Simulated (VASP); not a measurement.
**Al: work function with TPSS**

Slab: Al, a slab with vacuum.

```
Al
1.0
     2.82708    0.00000    0.00000
    -1.41354    2.44832    0.00000
     0.00000    0.00000   26.48249
Al
6
Direct
  0.66667 0.33333 0.28321
  0.00000 0.00000 0.36992
  0.33333 0.66667 0.45664
  0.00000 0.00000 0.54336
  0.66667 0.33333 0.63008
  0.00000 0.00000 0.71679
```

The slab is cut from a database's or a generator's crystal, which needn't be the stable form of the element.

| Property | Result |
| --- | --- |
| Program | VASP 6.6.1 |
| Task | work function |
| Functional | TPSS |
| Potentials or basis | VASP PAW PBE potentials, release 64 (Al) |
| Cutoff | 520 eV |
| k mesh | 8 × 8 × 1 |
| Occupations | fermi-dirac, width 0.05 eV |
| Spin | no spin polarisation |
| Dipole correction | yes |
| Further INCAR settings | ALGO = Normal; EDIFF = 1e-06 |

```json
{"Largest force": "0.221 eV/Å", "Band gap on the k mesh": "none (metal or under the smearing width)"}
```

Forces in eV/Å, atoms in the order of the input:
```
Al   0.000  0.000 -0.147
Al   0.000  0.000  0.047
Al   0.000  0.000 -0.167
Al   0.000  0.000  0.167
Al   0.000  0.000 -0.120
Al   0.000  0.000  0.221
```

Levels at points of the mesh, in eV from the Fermi level:
| k point | band 6 | band 7 | band 8 | band 9 | band 10 | band 11 | band 12 | band 13 |
| --- | --- | --- | --- | --- | --- | --- | --- | --- |
| (0.00, 0.00, 0.00) | -5.63 | -3.96 | -1.75 | 0.44 | 2.44 | 3.37 | 4.28 | 4.45 |
| (0.50, 0.00, 0.00) | -4.04 | -2.83 | -2.74 | -1.57 | -1.15 | 0.31 | 0.48 | 1.73 |

Wall time 4.3 min on 1 thread of Intel(R) Xeon(R) 6975P-C (Granite Rapids) (shared host), peak memory 0.36 GiB.

Caveat: the PAW data sets were made with another functional, which shifts forces and pressure a little.
